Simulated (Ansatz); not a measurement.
## Where the states of Ag lie

```
Ag
1.0
     2.75145    0.00000    0.00000
     0.00000    2.75145    0.00000
     0.00000    0.00000    2.75145
Ag
1
Direct
  0.00000 0.00000 0.00000
```

Conventional cell: a = 2.751 Å, b = 2.751 Å, c = 2.751 Å, α = 90.00°, β = 90.00°, γ = 90.00°. Ag (atom 1) is surrounded by 6 Ag at 2.75 Å.

The cell was built from the sc type and relaxed in the same program, and has space group Pm-3m; it needn't be a known or the stable phase.

Level of theory: Ansatz 0.2.0, DFT, PBE, all-electron LAPW, scalar-relativistic.

Numerical set-up: a Γ-centred 12×12×12 k mesh, Fermi–Dirac smearing of 0.05 eV, basis error target 0.25 meV/atom, no spin polarisation.

States per eV and cell, averaged over 0.6 eV, from -6.4 to 6.0 eV, with energies (bin centres) from the Fermi level; empty bins are left out. The partial columns, the largest 2 alone, are projections on Löwdin-orthogonalised atomic shells (those that the program's projection atoms carry: the occupied ones and, for some elements, an empty d or f shell; other empty shells have no column), summed over atoms of an element. Weights on diffuse s and p shells depend on that basis and aren't pure angular character.

```tsv
E (eV)	total	Ag 4d	Ag 5s
-6.2	0.04	0.00	0.03
-5.6	1.05	0.89	0.15
-5.0	4.20	3.87	0.32
-4.4	3.11	2.85	0.23
-3.8	3.82	3.75	0.06
-3.2	3.36	3.28	0.08
-2.6	1.49	1.34	0.14
-2.0	0.51	0.35	0.14
-1.4	0.24	0.05	0.16
-0.8	0.27	0.04	0.17
-0.2	0.28	0.03	0.17
0.4	0.27	0.02	0.15
1.0	0.25	0.02	0.14
1.6	0.24	0.02	0.14
2.2	0.33	0.03	0.21
2.8	0.39	0.03	0.21
3.4	0.41	0.02	0.16
4.0	0.44	0.01	0.11
4.6	0.44	0.01	0.07
5.2	0.40	0.01	0.05
5.8	0.37	0.00	0.03
```

(1) Where is the centre of the filled Ag 4d states between -14 eV and the top of the filled states?

Answers

(1) -4.00 eV from the Fermi level.
